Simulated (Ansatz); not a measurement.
Input, command and steps of an Ansatz relaxation.

```yaml
crystal:
  lattice:
    - [2.7784054294, 0.0, 0.0]
    - [0.0, 2.7784054294, 0.0]
    - [0.0, 0.0, 7.51340341]
  atoms:
    - { symbol: Al, position: [0.0, 0.0, 0.5] }
    - { symbol: Al, position: [0.5, 0.5, 0.22611551] }
    - { symbol: Al, position: [0.5, 0.5, 0.77388449] }
    - { symbol: Cu, position: [0.0, 0.0, 0.0] }
basis:
  ecutwfc: 500
kpoints:
  mp_grid: { grid: [16, 16, 6] }
hamiltonian:
  xc: r2scan
scf:
  occupations: { method: gaussian, width: 0.1 }
output:
  forces: true
  stress: true
  eigenvalues: true
relax:
  adjacent_minimum: "off"
  f_tol: 0.01
  max_steps: 40
```

```bash
ansatz run input.yaml --threads 1 --pin off --max-ram 2560MiB --backend cpu --events-out ev --progress --plain --runs-dir out
```

The calculation used DFT r2SCAN, scalar-relativistic, plane waves, PAW (Ansatz).

Of 4 frames 3 are shown, positions in Å and forces in eV/Å; the SCF threshold varies from step to step.

```xyz
4
Lattice="2.7784 0.0000 0.0000 0.0000 2.7784 0.0000 0.0000 0.0000 7.5134" Properties=species:S:1:pos:R:3:forces:R:3 pbc="T T T" step=1 free_energy_over_end_meV_per_atom=0.96
Al    0.0000    0.0000    3.7567    0.0000    0.0000    0.0000
Al    1.3892    1.3892    1.6989    0.0000    0.0000   -0.1544
Al    1.3892    1.3892    5.8145    0.0000    0.0000    0.1544
Cu    0.0000    0.0000    0.0000    0.0000    0.0000    0.0000
4
Lattice="2.7784 0.0000 0.0000 0.0000 2.7784 0.0000 0.0000 0.0000 7.5134" Properties=species:S:1:pos:R:3:forces:R:3 pbc="T T T" step=2 free_energy_over_end_meV_per_atom=0.11
Al    0.0000    0.0000    3.7567    0.0000    0.0000    0.0000
Al    1.3892    1.3892    1.6827    0.0000    0.0000   -0.0541
Al    1.3892    1.3892    5.8307    0.0000    0.0000    0.0541
Cu    0.0000    0.0000    0.0000    0.0000    0.0000    0.0000
4
Lattice="2.7784 0.0000 0.0000 0.0000 2.7784 0.0000 0.0000 0.0000 7.5134" Properties=species:S:1:pos:R:3:forces:R:3 pbc="T T T" step=4 free_energy_over_end_meV_per_atom=0.00
Al    0.0000    0.0000    3.7567    0.0000    0.0000    0.0000
Al    1.3892    1.3892    1.6740    0.0000    0.0000    0.0023
Al    1.3892    1.3892    5.8394    0.0000    0.0000   -0.0023
Cu    0.0000    0.0000    0.0000    0.0000    0.0000    0.0000
```

Time: 83 s on 1 thread of Arm Neoverse V2, on a shared host, peak memory 0.63 GiB.